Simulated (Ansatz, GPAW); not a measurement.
Given: the input of a run of Ansatz 0.2.0 on TaN. The cell comes from a database or a generator and needn't be the stable form of this composition.

Contents of input.yaml:

```yaml
crystal:
  lattice:
    - [0.0, 2.211323, 2.211323]
    - [2.211323, 0.0, 2.211323]
    - [2.211323, 2.211323, 0.0]
  atoms:
    - { symbol: Ta, position: [0.5, 0.5, 0.5] }
    - { symbol: "N", position: [0.0, 0.0, 0.0] }
kpoints:
  mp_grid: { grid: [10, 10, 10] }
scf:
  occupations: { method: gaussian, width: 0.013 }
hamiltonian:
  xc: pbe
  pseudopotentials: { kind: all_electron, lapw: { basis_error: 0.001 } }
output:
  forces: true
  stress: true
  eigenvalues: true
```

Potentials or basis: all-electron LAPW, scalar-relativistic.

Launch:

```console
$ ansatz run input.yaml --threads 1 --pin off --max-ram 3072MiB --backend cpu --events-out ev --progress --plain --runs-dir out
```

Problem. What does the same run look like in GPAW 26.7.0 (ASE script)? Potentials or basis there: GPAW PAW data sets (gpaw-data 1.2.1), cutoff 800 eV.

Solution. As run (cutoffs and basis follow the program's own potentials, and thresholds, step limits or extra output files can differ):

File run.py:

```python
from ase.dft.bandgap import bandgap
from ase.io import read, write
from ase.units import GPa
from gpaw import GPAW, PW

atoms = read('POSCAR')

calc = GPAW(mode=PW(800),
            xc='PBE',
            kpts={'size': (10, 10, 10), 'gamma': True},
            occupations={'name': 'methfessel-paxton', 'order': 0, 'width': 0.013000000000000001},
            nbands=19,
            convergence={'density': 1e-05, 'energy': 1e-05},
            maxiter=150,
            txt='gpaw.txt')
atoms.calc = calc
energy = atoms.get_potential_energy()
forces = atoms.get_forces()
stress = atoms.get_stress()
calc.write('gs.gpw')
write('result.traj', atoms)
print(f'Energy: {energy:.6f} eV')
print('Forces (eV/A):')
print(forces.round(4))
print('Stress (GPa):', (stress / GPa).round(3))
print('Fermi level:', round(calc.get_fermi_level(), 4), 'eV')
print(f'Gap: {bandgap(calc)[0]:.4f} eV, direct: {bandgap(calc, direct=True)[0]:.4f} eV')
```

The input POSCAR:

```
TaN
1.0
    0.0000000000      2.2113230000      2.2113230000
    2.2113230000      0.0000000000      2.2113230000
    2.2113230000      2.2113230000      0.0000000000
Ta N
1 1
Direct
    0.5000000000      0.5000000000      0.5000000000
    0.0000000000      0.0000000000      0.0000000000
```

Potentials or basis: GPAW PAW data sets (gpaw-data 1.2.1), pw.

Launch:

```sh
$ OMP_NUM_THREADS=1 python run.py
```

Both were run:

|  | Ansatz | GPAW |
| --- | --- | --- |
| Pressure | -1.2 GPa | -1.6 GPa |

Where Ansatz's input types no cutoff or centring, it takes its own default and a Γ-centred mesh.

Pressure is positive in compression.
